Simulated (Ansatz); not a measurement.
# Rhodium, A15 under RPBE: structure and ground-state energy, part 2 of 2

The plan for rhodium in the A15 structure: relax it, then solve it on a dense k-mesh. Spin polarisation is left out. The k-meshes are 6×6×6 for the relaxation; 7×7×7 for the dense run.

Ansatz 0.2.0; DFT, RPBE, plane waves (420 eV) with PAW, scalar-relativistic.

## (3) Single point on a dense mesh

Contents of input.yaml:

```yaml
crystal:
  lattice:
    - [4.9176504303, 0.0, 0.0]
    - [0.0, 4.9176504303, 0.0]
    - [0.0, 0.0, 4.9176504303]
  atoms:
    - { symbol: Rh, position: [0.0, 0.0, 1.0] }
    - { symbol: Rh, position: [0.5, 0.5, 0.5] }
    - { symbol: Rh, position: [0.25, 0.0, 0.5] }
    - { symbol: Rh, position: [0.75, 0.0, 0.5] }
    - { symbol: Rh, position: [0.5, 0.25, 1.0] }
    - { symbol: Rh, position: [0.5, 0.75, 1.0] }
    - { symbol: Rh, position: [1.0, 0.5, 0.25] }
    - { symbol: Rh, position: [1.0, 0.5, 0.75] }
hamiltonian:
  xc: rpbe
  pseudopotentials:
    kind: paw
    azcp:
      Rh: "pseudopotentials/Rh.paw.azcp"
basis:
  ecutwfc: 420
  fft_grid_basis: typed
kpoints:
  mp_grid: { grid: [7, 7, 7], shift: [0, 0, 0] }
magnetization:
  spin_polarized: false
scf:
  occupations: { method: fermi_dirac, width: 0.1 }
```

Run with:

```sh
$ ansatz run input.yaml --threads 4 --pin off --max-ram 8192MiB --backend cpu --events-out ev --progress --plain --runs-dir out
```

The log of the run, cut to the lines that bear on the results:

```text
Warning: RAYON_NUM_THREADS=4 ignored (pool sized by the plan → 4); use --threads N
[...]
Pseudopotentials: kind: paw
Pseudopotential: Rh, paw, valence charge 17, recommended cutoff 420 eV (normal), <dir>
Functional definition: RPBE
[...]
Crystal: 8 atoms, lattice volume = 118.925 Å³
Basis set: ecut = 420 eV, 2325 PW (Γ)
Bands: 82, of which v1, the nominal top of the filled ones, is band 68 counted from 1 (67 counted from 0)
Symmetry: 48 space group operations
Space group: Pm-3n (ITA 223), of the structure as read, at distance tolerance 4.9e-5 Å
k-points: 20 of 343
[...]
SCF iter   1: F=—  HF=-51281.000964 eV  |F-HF|=—  |Δ(HF+E_count)|=         —  Δρ=1.47e-2  dr2=1.21e-1  ethr=1.77e-3  ⟨swp⟩=5.2  Hψ=5125  notcnv=0  defer=30
[...]
SCF iter   7: F=-51280.987317 eV  HF=-51280.987317 eV  |F-HF|=1.40e-9  |Δ(HF+E_count)|=   1.04e-8  Δρ=4.25e-6  dr2=6.53e-9  ethr=7.35e-11  ⟨swp⟩=2.0  Hψ=3081  notcnv=0
[...]
SCF converged after 7 iterations
Free energy (F): -51280.987317 eV
[...]
E sigma→0 (E₀):  -51280.707070 eV
Entropy (-TS):   -0.560495 eV (-70.062 meV/atom)
Fermi energy:    20.355979 eV
[...]
```

It took 2.5 s on 4 threads of Arm Neoverse V1, shared host; peak memory 0.54 GiB.

## (4) What came out

What follows sums up all 2 parts.

| quantity | value |
| --- | --- |
| space group (spins left aside) | Pm-3n (No. 223) |
| conventional cell | a = 4.918 Å |
| volume | 14.866 Å³/atom |
| shortest distance | 2.459 Å |
| gap on the mesh | none (levels filled in part) |
| relative to fcc | +284 meV/atom |

In words: The relaxation enlarged the cell by 8.1 % in volume. It lies 284 meV/atom above the element's reference form at the same level (fcc, from a run of its own). No gap shows: it is a metal or semimetal at this level. Relaxation kept the symmetry; phonons were not checked.
